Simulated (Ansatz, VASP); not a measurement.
**Hf: VASP beside Ansatz**

```
Hf
1.0
     3.15349    0.00000    0.00000
    -1.57675    2.73101    0.00000
     0.00000    0.00000    4.98944
Hf
2
Direct
  0.33333 0.66667 0.25000
  0.66667 0.33333 0.75000
```

Change from the starting cell: volume scaled by 0.96.

Alike in both runs: task single point; functional PBE; k mesh 13 × 13 × 7; occupations fermi-dirac, width 0.05 eV; no spin polarisation.

|  | VASP | Ansatz |
| --- | --- | --- |
| version | VASP 6.6.1 | Ansatz 0.2.0 |
| potentials or method | VASP PAW PBE potentials, release 64 (Hf_pv), cutoff 520 eV | all-electron LAPW, scalar-relativistic |

Ansatz gave:

```
pressure (GPa)                                  : 5.6
largest component of the traceless stress (GPa) : 0.13
```

Problem. What did VASP give for the same quantities?

Solution. Pressure (GPa): 5.2; largest component of the traceless stress (GPa): 0.04.

Ansatz ran all-electron here, so the differences hold the error of VASP's frozen core and of both bases.

Spin-orbit coupling is left out, which matters for the levels of Hf.
